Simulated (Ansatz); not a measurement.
## Functionals side by side, with their cost (level): CsPbI3 (Pm-3m, 5 atoms in the cell)

```
CELL_PARAMETERS angstrom
      6.33475     0.00000     0.00000
      0.00000     6.33475     0.00000
      0.00000     0.00000     6.33475
ATOMIC_POSITIONS crystal
  Cs 0.50000 0.50000 0.50000
  Pb 0.00000 0.00000 0.00000
  I  0.00000 0.00000 0.50000
  I  0.50000 0.00000 0.00000
  I  0.00000 0.50000 0.00000
```

Program: Ansatz (a program for electronic structure), PAW files made with PBE; each row names its functional.

Base settings: basis.ecutwfc = 420 eV; kpoints.mp_grid.grid = 3 3 3; hamiltonian.xc = hse06; hamiltonian.pseudopotentials = {kind: paw} (the program's default PAW files); scf.occupations.method = fixed.

Differences are taken from HSE06, a reference of convenience: it is no measurement, and no ranking of the functionals follows.

Core times come from one kind of shared machine and are given to one figure; runs under 30 s give none.

The starting cell comes from a database of computed structures (which also holds hypothetical and non-ambient phases and stackings), without a prior relaxation at this level. Its lattice was rescaled by a random factor within 2.5 % of one. Ansatz's pressure includes its estimate of the finite-basis (Pulay) stress. A gap is left out here, as mesh or smearing make it unsure.

```csv
level,pressure less reference (GPa),core time / reference (rough)
PBE,0.33,–
PBE0,-0.01,1
HSE06,0.00,1
```

Keys are those of Ansatz 0.2.
